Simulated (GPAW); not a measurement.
# B K-edge XANES of BP (F-43m), part 3 of 4

Aim: the dependence of the B K near-edge features of BP (F-43m) on volume.

GPAW 26.7.0; X-ray absorption from dipole matrix elements to empty bands, plane-wave PAW LDA.

So far. Step 4 (Spectrum with FCH, B atom 2): The hole costs E(hole) − E(ground) = 182.60 eV, and the lowest empty level of the hole cell on the spectrum's mesh lies at 9.06 eV, which puts the zero at 191.65 eV. One term is added: -5.56 eV, since the hole is spin-paired here and a spin-polarised one costs that much less in the free atom (computed apart). The photon energy is then 186.09 eV.

**7. Supercell without a hole, the energy reference**

Level of this step: plane-wave PAW DFT, LDA, self-consistent field (GPAW).

The cell changes for the next run, so it gets a reference energy of its own.

The cell differs from the one that the last finished run ended in (a 5.444 → 5.502 Å, b 5.444 → 5.502 Å, c 5.444 → 5.502 Å).

File scf.py:

```python
import numpy as np
from ase import Atoms
from ase.parallel import parprint, paropen
from gpaw import GPAW, PW, FermiDirac, Mixer, MixerDif, setup_paths
from gpaw.test import gen
setup_paths.insert(0, '.')
gen('B', name='nch1s', xcname='LDA', corehole=(1, 0, 0), write_xml=True)
from gpaw.mpi import world
world.barrier()

atoms = Atoms('P6B6',
    cell=[[2.24607924, 4.49215848, 2.24607924],
     [4.49215848, -2.24607924, -2.24607924],
     [2.24607924, 2.24607924, -4.49215848]],
    scaled_positions=[[0.125, 0.375, 0.625],
     [0.625, 0.54166667, 0.79166667],
     [0.125, 0.70833333, 0.95833333],
     [0.625, 0.875, 0.125],
     [0.125, 0.04166667, 0.29166667],
     [0.625, 0.20833333, 0.45833333],
     [0, 0, 0],
     [0.5, 0.16666667, 0.16666667],
     [0, 0.33333333, 0.33333333],
     [0.5, 0.5, 0.5],
     [0, 0.66666667, 0.66666667],
     [0.5, 0.83333333, 0.83333333]],
    pbc=True)
atoms.calc = calc = GPAW(legacy_gpaw=True, mode=PW(430, force_complex_dtype=True), xc='LDA', setups={6: 'nch1s'},
    kpts={'size': (3, 4, 4), 'gamma': True}, occupations=FermiDirac(0.02),
    charge=0, mixer=Mixer(0.1, 5, 50), maxiter=150,
    convergence={'density': 0.0001, 'eigenstates': 1e-6}, txt='scf.txt')
energy = atoms.get_potential_energy() + calc.get_reference_energy()
ef = calc.get_fermi_level()
out = dict(energy=energy, fermi=ef, forces=atoms.get_forces().tolist())
parprint(f'all-electron energy {energy:.4f} eV, Fermi level {ef:.4f} eV')
ev = np.array([[calc.get_eigenvalues(k, s) for k in range(len(calc.get_ibz_k_points()))] for s in range(calc.get_number_of_spins())])
out['homo'], out['lumo'], out['counts'] = ev[ev < ef].max(), ev[ev > ef].min(), sorted(set((ev < ef).sum((0, 2)).tolist()))
out['filled'] = (ev[:, 0] < ef).sum(1).tolist()
import json
with paropen('out.json', 'w') as f:
    json.dump(out, f)
```

On the command line:

```
OMP_NUM_THREADS=1 mpirun -n 4 gpaw python scf.py
```

Numbers of over 12 decimals in the logs are rounded to 6 here.

Output:

```text
Input parameters:
  convergence: {density: 0.0001,
                eigenstates: 1e-06}
  kpts: {gamma: True,
         size: (3, 4, 4)}
  maxiter: 150
  mixer: {backend: pulay,
          beta: 0.1,
          method: separate,
          nmaxold: 5,
          weight: 50}
  mode: {ecut: 430.0,
         force_complex_dtype: True,
         name: pw}
  occupations: {fixmagmom: False,
                name: fermi-dirac,
[...]
--------------------------------
2s(2) :    -0.344821     1.005361
*s    :     0.655179
2p(1) :    -0.136481     0.982498
*p    :     0.863519
*d    :     0.000000
--------------------------------

Diagonalizing with gridspacing h=0.050

state   all-electron     PAW
-------------------------------
2s:      -0.344821    -0.345234
2p:      -0.136481    -0.136840
*d:                    0.041809
*f:                    0.072211
-------------------------------
all-electron energy -59697.4342 eV, Fermi level 9.0015 eV
[key lines of the parts left out:]
Converged after 17 iterations.
Dipole moment: (-6.196275, -9.090240, -6.196275) |e|*Ang
Free energy:    -86.113631
Fermi level: 9.00148
```

It took 14 s on 4 MPI ranks of Intel Xeon Platinum 8488C (Sapphire Rapids), shared host; peak memory 0.22 GiB.

Reference energy: -59697.434 eV with the cores included.

**8. Spectrum with FCH, B atom 2**

Shorter bonds are expected to push antibonding states and scattering resonances up, and longer ones down; the cell is scaled to test that.

Changed against the first core-hole run: volume scale from 1 to 0.97.

File xas.py:

```python
import numpy as np
from ase import Atoms
from ase.parallel import parprint, paropen
from gpaw import GPAW, PW, FermiDirac, Mixer, MixerDif, setup_paths
from gpaw.test import gen
setup_paths.insert(0, '.')
gen('B', name='fch1s', xcname='LDA', corehole=(1, 0, 1), write_xml=True)
from gpaw.mpi import world
world.barrier()

atoms = Atoms('P6B6',
    cell=[[2.24607924, 4.49215848, 2.24607924],
     [4.49215848, -2.24607924, -2.24607924],
     [2.24607924, 2.24607924, -4.49215848]],
    scaled_positions=[[0.125, 0.375, 0.625],
     [0.625, 0.54166667, 0.79166667],
     [0.125, 0.70833333, 0.95833333],
     [0.625, 0.875, 0.125],
     [0.125, 0.04166667, 0.29166667],
     [0.625, 0.20833333, 0.45833333],
     [0, 0, 0],
     [0.5, 0.16666667, 0.16666667],
     [0, 0.33333333, 0.33333333],
     [0.5, 0.5, 0.5],
     [0, 0.66666667, 0.66666667],
     [0.5, 0.83333333, 0.83333333]],
    pbc=True)
atoms.calc = calc = GPAW(legacy_gpaw=True, mode=PW(430, force_complex_dtype=True), xc='LDA', setups={6: 'fch1s'},
    kpts={'size': (3, 4, 4), 'gamma': True}, occupations=FermiDirac(0.02),
    charge=0, mixer=Mixer(0.1, 5, 50), maxiter=150,
    convergence={'density': 0.0001, 'eigenstates': 1e-6}, txt='scf.txt')
energy = atoms.get_potential_energy() + calc.get_reference_energy()
ef = calc.get_fermi_level()
out = dict(energy=energy, fermi=ef, forces=atoms.get_forces().tolist())
parprint(f'all-electron energy {energy:.4f} eV, Fermi level {ef:.4f} eV')
ev = np.array([[calc.get_eigenvalues(k, s) for k in range(len(calc.get_ibz_k_points()))] for s in range(calc.get_number_of_spins())])
out['homo'], out['lumo'], out['counts'] = ev[ev < ef].max(), ev[ev > ef].min(), sorted(set((ev < ef).sum((0, 2)).tolist()))
out['filled'] = (ev[:, 0] < ef).sum(1).tolist()

from ase.units import Ha
from gpaw.xas import dipole_matrix_elements
nb = int(calc.get_number_of_electrons() / 2) + 84
top, nb = nb, nb + 8 + nb // 12
nscf = calc.fixed_density(kpts={'size': (5, 5, 5), 'gamma': True}, nbands=nb,
    convergence={'bands': top, 'eigenstates': 5e-3}, maxiter=60, txt='nscf.txt')
cell = atoms.cell.array
ops = [cell.T @ U.T @ np.linalg.inv(cell.T) for U in nscf.wfs.kd.symmetry.op_scc]
filled = [24]  # bands filled in the ground state, by spin
E = np.arange(-6, 34, 0.1)
fwhm = np.interp(E, [4, 25], [0.9, 3.5])
Y, X, zero, highest = 0, 0, 1e9, 1e9
for spin in range(nscf.get_number_of_spins()):
    wfs = nscf.wfs
    mine = wfs.bd.get_slice()  # this rank's bands
    A = dipole_matrix_elements(wfs.setups[6])
    eps = np.zeros((wfs.kd.nibzkpts, nb))
    d = np.zeros((3, A.shape[1], wfs.kd.nibzkpts, nb), complex)
    for kpt in wfs.kpt_u:
        if kpt.s == spin and 6 in kpt.P_ani:
            eps[kpt.k, mine] = kpt.eps_n * Ha
            d[:, :, kpt.k, mine] = (kpt.weight * wfs.nspins / 2) ** 0.5 * np.inner(A, kpt.P_ani[6])
    world.sum(eps)
    world.sum(d)
    T = np.einsum('amkn,bmkn->abkn', d, d.conj()).real
    T = sum(np.einsum('ai,ijkn,bj->abkn', R, T, R) for R in ops) / len(ops)
    empty = np.ones_like(eps, bool) & (np.arange(nb) >= filled[spin])
    zero, highest = min(zero, eps[empty].min()), min(highest, eps[:, top - 1].min())
    lines = [(eps, T, empty)] if spin == 0 else lines + [(eps, T, empty)]
for eps, T, empty in lines:
    f = np.einsum('aakn->akn', T).reshape(3, -1)
    x = eps.ravel() - zero
    w = np.interp(x, E, fwhm) / 2.35482
    g = np.exp(-0.5 * ((E[:, None] - x) / w) ** 2) / (w * (2 * np.pi) ** 0.5)
    Y = Y + (f * empty.ravel()) @ g.T
    X = X + (f * ~empty.ravel()) @ g.T
out.update(E=E.round(2).tolist(), xas=Y.tolist(), xes=X.tolist(), zero=zero, valid=highest - zero, nk=len(eps), nb=nb)
for i in range(0, len(E), 10):
    parprint(f'{E[i]:7.2f}', *(f'{v:10.3e}' for v in Y[:, i]))
import json
with paropen('out.json', 'w') as f:
    json.dump(out, f)
```

On the command line:

```
OMP_NUM_THREADS=1 mpirun -n 4 gpaw python xas.py
```

Output:

```text
Input parameters:
  convergence: {density: 0.0001,
                eigenstates: 1e-06}
  kpts: {gamma: True,
         size: (3, 4, 4)}
  maxiter: 150
  mixer: {backend: pulay,
          beta: 0.1,
          method: separate,
          nmaxold: 5,
          weight: 50}
  mode: {ecut: 430.0,
         force_complex_dtype: True,
         name: pw}
  occupations: {fixmagmom: False,
                name: fermi-dirac,
[...]
*p    :     0.346334
*d    :     0.000000
--------------------------------

Diagonalizing with gridspacing h=0.050

state   all-electron     PAW
-------------------------------
2s:      -0.864526    -0.865247
2p:      -0.653666    -0.654690
*d:                   -0.075592
*f:                   -0.015154
-------------------------------
all-electron energy -59515.3423 eV, Fermi level 8.6658 eV
[...]
32.00  2.524e-04  2.487e-04  2.524e-04
  33.00  2.022e-04  2.006e-04  2.022e-04
[key lines of the parts left out:]
Converged after 17 iterations.
Dipole moment: (-6.306428, -9.413056, -6.306428) |e|*Ang
Free energy:   -108.875645
Fermi level: 8.66580
```

It took 52 s on 4 MPI ranks; peak memory 0.33 GiB.

```
E (eV)  first run  this run
  -2.0       0.00      0.00
  -1.0       0.00      0.00
   0.0       0.10      0.09
   1.0       0.97      0.86
   2.0       1.74      1.62
   3.0       1.57      1.54
   4.0       1.47      1.41
   5.0       1.24      1.22
   6.0       1.33      1.28
   7.0       1.36      1.40
   8.0       1.23      1.27
   9.0       1.04      1.12
  10.0       0.98      1.00
  11.0       1.01      1.03
  12.0       0.88      0.94
  13.0       0.65      0.73
  14.0       0.60      0.58
  15.0       0.78      0.68
  16.0       0.90      0.90
  17.0       0.73      0.86
  18.0       0.56      0.65
  19.0       0.52      0.52
  20.0       0.52      0.51
  21.0       0.52      0.52
  22.0       0.48      0.50
  23.0       0.44      0.46
  24.0       0.42      0.43
  25.0       0.46      0.44
  26.0       0.53      0.50
```

The scaled spectrum changes by 6 % r.m.s. The highest intensity below 16 eV goes from 2.4 eV (1.84) to 2.5 eV (1.76).

The photon energy of the zero moves by -0.15 eV.

**9. Supercell without a hole, the energy reference**

The cell changes for the next run, so it gets a reference energy of its own.

The cell differs from the one that the last finished run ended in (a 5.502 → 5.613 Å, b 5.502 → 5.613 Å, c 5.502 → 5.613 Å).

Edit scf.py of step 7 so:

```diff
@@ -11,5 +11,5 @@
 atoms = Atoms('P6B6',
-    cell=[[2.24607924, 4.49215848, 2.24607924],
-     [4.49215848, -2.24607924, -2.24607924],
-     [2.24607924, 2.24607924, -4.49215848]],
+    cell=[[2.29146681, 4.58293362, 2.29146681],
+     [4.58293362, -2.29146681, -2.29146681],
+     [2.29146681, 2.29146681, -4.58293362]],
     scaled_positions=[[0.125, 0.375, 0.625],
```

On the command line:

```
OMP_NUM_THREADS=1 mpirun -n 4 gpaw python scf.py
```

Output:

```text
Input parameters:
  convergence: {density: 0.0001,
                eigenstates: 1e-06}
  kpts: {gamma: True,
         size: (3, 4, 4)}
  maxiter: 150
  mixer: {backend: pulay,
          beta: 0.1,
          method: separate,
          nmaxold: 5,
          weight: 50}
  mode: {ecut: 430.0,
         force_complex_dtype: True,
         name: pw}
  occupations: {fixmagmom: False,
                name: fermi-dirac,
[...]
--------------------------------
2s(2) :    -0.344821     1.005361
*s    :     0.655179
2p(1) :    -0.136481     0.982498
*p    :     0.863519
*d    :     0.000000
--------------------------------

Diagonalizing with gridspacing h=0.050

state   all-electron     PAW
-------------------------------
2s:      -0.344821    -0.345234
2p:      -0.136481    -0.136840
*d:                    0.041809
*f:                    0.072211
-------------------------------
all-electron energy -59697.1861 eV, Fermi level 8.2351 eV
[key lines of the parts left out:]
Converged after 16 iterations.
Dipole moment: (-6.233840, -8.881271, -6.233840) |e|*Ang
Free energy:    -85.865560
Fermi level: 8.23512
```

Elapsed: 13 s, on 4 MPI ranks; peak memory 0.23 GiB; 50 s of CPU time.

Reference energy: -59697.186 eV with the cores included.

**10. Spectrum with FCH, B atom 2**

Shorter bonds are expected to push antibonding states and scattering resonances up, and longer ones down; the cell is scaled to test that.

Changed against the first core-hole run: volume scale from 1 to 1.03.

Edit xas.py of step 8 so:

```diff
@@ -11,5 +11,5 @@
 atoms = Atoms('P6B6',
-    cell=[[2.24607924, 4.49215848, 2.24607924],
-     [4.49215848, -2.24607924, -2.24607924],
-     [2.24607924, 2.24607924, -4.49215848]],
+    cell=[[2.29146681, 4.58293362, 2.29146681],
+     [4.58293362, -2.29146681, -2.29146681],
+     [2.29146681, 2.29146681, -4.58293362]],
     scaled_positions=[[0.125, 0.375, 0.625],
@@ -41,3 +41,3 @@
 from gpaw.xas import dipole_matrix_elements
-nb = int(calc.get_number_of_electrons() / 2) + 84
+nb = int(calc.get_number_of_electrons() / 2) + 89
 top, nb = nb, nb + 8 + nb // 12
```

On the command line:

```
OMP_NUM_THREADS=1 mpirun -n 4 gpaw python xas.py
```

Output:

```text
Input parameters:
  convergence: {density: 0.0001,
                eigenstates: 1e-06}
  kpts: {gamma: True,
         size: (3, 4, 4)}
  maxiter: 150
  mixer: {backend: pulay,
          beta: 0.1,
          method: separate,
          nmaxold: 5,
          weight: 50}
  mode: {ecut: 430.0,
         force_complex_dtype: True,
         name: pw}
  occupations: {fixmagmom: False,
                name: fermi-dirac,
[...]
*p    :     0.346334
*d    :     0.000000
--------------------------------

Diagonalizing with gridspacing h=0.050

state   all-electron     PAW
-------------------------------
2s:      -0.864526    -0.865247
2p:      -0.653666    -0.654690
*d:                   -0.075592
*f:                   -0.015154
-------------------------------
all-electron energy -59514.1122 eV, Fermi level 7.9295 eV
[...]
32.00  2.225e-04  2.250e-04  2.225e-04
  33.00  1.962e-04  2.002e-04  1.962e-04
[key lines of the parts left out:]
Converged after 17 iterations.
Dipole moment: (-6.353509, -9.232028, -6.353509) |e|*Ang
Free energy:   -107.645608
Fermi level: 7.92952
```

Wall time 54 s (4 MPI ranks); peak memory 0.34 GiB.

```
E (eV)  first run  this run
  -2.0       0.00      0.00
  -1.0       0.00      0.00
   0.0       0.10      0.12
   1.0       0.97      1.09
   2.0       1.74      1.86
   3.0       1.57      1.61
   4.0       1.47      1.51
   5.0       1.24      1.27
   6.0       1.33      1.37
   7.0       1.36      1.31
   8.0       1.23      1.17
   9.0       1.04      0.96
  10.0       0.98      0.98
  11.0       1.01      0.99
  12.0       0.88      0.80
  13.0       0.65      0.61
  14.0       0.60      0.65
  15.0       0.78      0.85
  16.0       0.90      0.82
  17.0       0.73      0.62
  18.0       0.56      0.53
  19.0       0.52      0.52
  20.0       0.52      0.53
  21.0       0.52      0.51
  22.0       0.48      0.46
  23.0       0.44      0.42
  24.0       0.42      0.44
  25.0       0.46      0.50
  26.0       0.53      0.56
```

The scaled spectrum changes by 6 % r.m.s. The highest intensity below 16 eV goes from 2.4 eV (1.84) to 2.3 eV (1.92).

The photon energy of the zero moves by +0.14 eV.

**11. Supercell without a hole, the energy reference**

The cell changes for the next run, so it gets a reference energy of its own.

The cell differs from the one that the last finished run ended in (a 5.613 → 5.667 Å, b 5.613 → 5.667 Å, c 5.613 → 5.667 Å).

Edit scf.py of step 9 so:

```diff
@@ -11,5 +11,5 @@
 atoms = Atoms('P6B6',
-    cell=[[2.29146681, 4.58293362, 2.29146681],
-     [4.58293362, -2.29146681, -2.29146681],
-     [2.29146681, 2.29146681, -4.58293362]],
+    cell=[[2.31350149, 4.62700299, 2.31350149],
+     [4.62700299, -2.31350149, -2.31350149],
+     [2.31350149, 2.31350149, -4.62700299]],
     scaled_positions=[[0.125, 0.375, 0.625],
```

On the command line:

```
OMP_NUM_THREADS=1 mpirun -n 4 gpaw python scf.py
```

Output:

```text
Input parameters:
  convergence: {density: 0.0001,
                eigenstates: 1e-06}
  kpts: {gamma: True,
         size: (3, 4, 4)}
  maxiter: 150
  mixer: {backend: pulay,
          beta: 0.1,
          method: separate,
          nmaxold: 5,
          weight: 50}
  mode: {ecut: 430.0,
         force_complex_dtype: True,
         name: pw}
  occupations: {fixmagmom: False,
                name: fermi-dirac,
[...]
--------------------------------
2s(2) :    -0.344821     1.005361
*s    :     0.655179
2p(1) :    -0.136481     0.982498
*p    :     0.863519
*d    :     0.000000
--------------------------------

Diagonalizing with gridspacing h=0.050

state   all-electron     PAW
-------------------------------
2s:      -0.344821    -0.345234
2p:      -0.136481    -0.136840
*d:                    0.041809
*f:                    0.072211
-------------------------------
all-electron energy -59696.8943 eV, Fermi level 7.8634 eV
[key lines of the parts left out:]
Converged after 17 iterations.
Dipole moment: (-6.251570, -8.775431, -6.251570) |e|*Ang
Free energy:    -85.573779
Fermi level: 7.86338
```

Wall time 14 s (4 MPI ranks); peak memory 0.23 GiB.

Reference energy: -59696.894 eV with the cores included.

(Continued in part 4 of 4.)

[Banner, clock and machine lines of the logs are left out without a mark of their own.]

[Logs are printed without paths, hosts, clocks, repeated set-up lines and the standing remarks that a program may print on its own settings, such as how far it seeks lower states.]

[Hosts, paths, dates, database ids (printed as entryN), source tags and the programs' standing remarks are cut or masked in the printed files.]

[Lists of maxima count a maximum above −3 eV only where it reaches 4 % of the highest in the window and stands out from its surroundings by 2 % of it (1.5 % where it reaches 55 %); shoulders and weaker maxima are passed over, and of the rest the first, up to two pre-edge ones and the few strongest are named.]
